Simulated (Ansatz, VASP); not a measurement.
One calculation of AlN, two programs

```xyz
2
Lattice="0.0000 1.9690 1.9690 1.9690 0.0000 1.9690 1.9690 1.9690 0.0000" Properties=species:S:1:pos:R:3 pbc="T T T"
Al    0.0000    0.0000    0.0000
N     1.9690    1.9690    1.9690
```

Measurements of this composition are mostly on another form, of space group No. 186.

Alike in both runs: task single point; functional LDA; k mesh 8 × 8 × 8; occupations gaussian, width 0.02 eV; no spin polarisation.

|  | VASP | Ansatz |
| --- | --- | --- |
| version | VASP 6.6.1 | Ansatz 0.2.0 |
| potentials or method | VASP PAW LDA potentials, release 64 (Al, N) | plane waves, PAW |
| plane-wave cutoff (eV) | 520 | 517 |
| valence electrons in the cell | 8 | 8 |

|  | VASP | Ansatz | Ansatz less VASP |
| --- | --- | --- | --- |
| pressure (GPa) | 17.8 | 17.0 | -0.84 |

Caveats: so large a pressure means that the cell lies far from this level's equilibrium, or that cutoff or potentials fall short (VASP). A k mesh can miss the band edges.
